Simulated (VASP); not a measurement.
A run of VASP 6.6.1 is set up as follows.

Contents of INCAR:

```
ALGO = Normal ; EDIFF = 1E-6
ENCUT = 520 ; ISIF = 2
ISMEAR = -1 ; LASPH = True
LCHARG = False ; LMIXTAU = True
LREAL = False ; LWAVE = False
METAGGA = RSCAN ; NELM = 80
PREC = Accurate ; SIGMA = 0.05
```

KPOINTS

```
k-points
0
Gamma
  7 7 7
```

POSCAR

```
BaS
1.0
    0.0000000000      3.1937500000      3.1937500000
    3.1937500000      0.0000000000      3.1937500000
    3.1937500000      3.1937500000      0.0000000000
Ba S
1 1
Direct
    0.0000000000      0.0000000000      0.0000000000
    0.5000000000      0.5000000000      0.5000000000
```

KPOINTS_OPT

```
path GXWKGLUWLK,UX
10
line-mode
reciprocal
 0.0000000000  0.0000000000  0.0000000000  G
 0.5000000000  0.0000000000  0.5000000000  X

 0.5000000000  0.0000000000  0.5000000000  X
 0.5000000000  0.2500000000  0.7500000000  W

 0.5000000000  0.2500000000  0.7500000000  W
 0.3750000000  0.3750000000  0.7500000000  K

 0.3750000000  0.3750000000  0.7500000000  K
 0.0000000000  0.0000000000  0.0000000000  G

 0.0000000000  0.0000000000  0.0000000000  G
 0.5000000000  0.5000000000  0.5000000000  L

 0.5000000000  0.5000000000  0.5000000000  L
 0.6250000000  0.2500000000  0.6250000000  U

 0.6250000000  0.2500000000  0.6250000000  U
 0.5000000000  0.2500000000  0.7500000000  W

 0.5000000000  0.2500000000  0.7500000000  W
 0.5000000000  0.5000000000  0.5000000000  L

 0.5000000000  0.5000000000  0.5000000000  L
 0.3750000000  0.3750000000  0.7500000000  K

 0.6250000000  0.2500000000  0.6250000000  U
 0.5000000000  0.0000000000  0.5000000000  X
```

Potentials or basis: VASP PAW PBE potentials, release 64 (Ba_sv, S).

The run is started by

```console
$ cat potpaw_PBE.64/Ba_sv/POTCAR potpaw_PBE.64/S/POTCAR > POTCAR
$ mpirun -np 1 vasp_std > vasp.out
```

What does it give for the band gap on the k mesh?

2.50 eV, indirect (least direct gap 2.65 eV).

What does it give for the band gap along the path?

2.44 eV, indirect (least direct gap 2.58 eV).

Levels at the corners of the path, in eV from the valence-band top:
```csv
point,band 4,band 5,band 6,band 7,band 8,band 9,band 10,band 11,band 12
Γ,-11.43,-10.79,0.00,0.00,0.00,4.17,4.28,4.28,4.28
X,-11.62,-10.70,-0.52,-0.13,-0.13,2.44,6.49,6.67,8.02
X,-11.62,-10.70,-0.52,-0.13,-0.13,2.44,6.49,6.67,8.02
W,-11.77,-10.09,-1.11,-0.49,-0.49,4.69,4.69,6.90,7.54
W,-11.77,-10.09,-1.11,-0.49,-0.49,4.69,4.69,6.90,7.54
K,-11.57,-10.14,-0.93,-0.61,-0.54,3.66,6.43,7.21,7.27
K,-11.57,-10.14,-0.93,-0.61,-0.54,3.66,6.43,7.21,7.27
Γ,-11.43,-10.79,0.00,0.00,0.00,4.17,4.28,4.28,4.28
Γ,-11.43,-10.79,0.00,0.00,0.00,4.17,4.28,4.28,4.28
L,-11.47,-9.45,-1.92,-1.09,-1.09,6.01,6.12,6.83,6.83
L,-11.47,-9.45,-1.92,-1.09,-1.09,6.01,6.12,6.83,6.83
U,-11.57,-10.14,-0.93,-0.61,-0.54,3.66,6.43,7.21,7.27
U,-11.57,-10.14,-0.93,-0.61,-0.54,3.66,6.43,7.21,7.27
W,-11.77,-10.09,-1.11,-0.49,-0.49,4.69,4.69,6.90,7.54
W,-11.77,-10.09,-1.11,-0.49,-0.49,4.69,4.69,6.90,7.54
L,-11.47,-9.45,-1.92,-1.09,-1.09,6.01,6.12,6.83,6.83
L,-11.47,-9.45,-1.92,-1.09,-1.09,6.01,6.12,6.83,6.83
K,-11.57,-10.14,-0.93,-0.61,-0.54,3.66,6.43,7.21,7.27
U,-11.57,-10.14,-0.93,-0.61,-0.54,3.66,6.43,7.21,7.27
X,-11.62,-10.70,-0.52,-0.13,-0.13,2.44,6.49,6.67,8.02
```

Caveat: spin-orbit coupling is left out, which moves the levels of the heavy elements.

**Measured values to compare with.**

A printed reference work, monograph, original work of 1988 reports, for a bulk crystal of BaS at 2 K: band gap 3.806 eV (indirect).

Measured gap of BaS: 3.806 eV (indirect; 2 K; a printed reference work, monograph, original work of 1988). This calculation gives 2.44 eV (-1.36 eV). Spin-orbit coupling on Ba is left out. The value is that of rSCAN, without temperature or zero-point motion.
